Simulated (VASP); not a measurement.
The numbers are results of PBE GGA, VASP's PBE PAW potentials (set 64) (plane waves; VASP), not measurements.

Gaps are without spin-orbit coupling.

Question: Order these relaxed crystals by band gap, smallest first: MgF2, P4_2/mnm (136); NaF, Fm-3m (225); LiH, Fm-3m (225); CdSe, F-43m (216).

Answer: CdSe, F-43m (216) (0.50 eV), LiH, Fm-3m (225) (2.97 eV), NaF, Fm-3m (225) (6.10 eV), MgF2, P4_2/mnm (136) (6.85 eV)
